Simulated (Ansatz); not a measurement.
This Si structure is the end of a relaxation. The cell was found from a structure generator's guess, not taken from experiment.

Method: DFT PBE, scalar-relativistic, plane waves, PAW (Ansatz). Cutoff 420 eV, Γ-centred mesh, Gaussian smearing, no spin polarisation.

```
CELL_PARAMETERS angstrom
5.01198 0.00000 0.00000
0.00000 3.61197 0.00000
-1.62138 0.00000 6.71912
ATOMIC_POSITIONS crystal
Si 0.96796 0.50000 0.16482
Si 0.56242 0.50000 0.67435
Si 0.43758 0.50000 0.32565
Si 0.03204 0.50000 0.83518
Si 0.63783 0.00000 0.16895
Si 0.36217 0.00000 0.83105
```

Energies count from the standard state of Si at the same level.

Q: Find its symmetry and describe it.

A: P2/m (No. 10). Conventional cell: a = 5.012 Å, b = 3.612 Å, c = 6.912 Å, β = 103.6°. Si on its first site has 4 Si at 2.36–2.45 Å; Si on its second site is surrounded by 4 Si at 2.34–2.44 Å; Si on its third site has 5 Si at 2.42–2.45 Å.

Q: How far does it lie from the standard state of Si?

A: +0.29 eV/atom. It lies above the standard state, so it could only be metastable.

Q: Is it a metal?

A: Yes, bands cross the Fermi level on the 8×10×6 mesh.

The last run used an 8×10×6 mesh (in the run's order of axes) for its 6-atom cell and Gaussian smearing of 0.10 eV. This cell was reached by moving the atoms of another relaxed cell at random and relaxing again, last within the group found; it had no such test of its own.
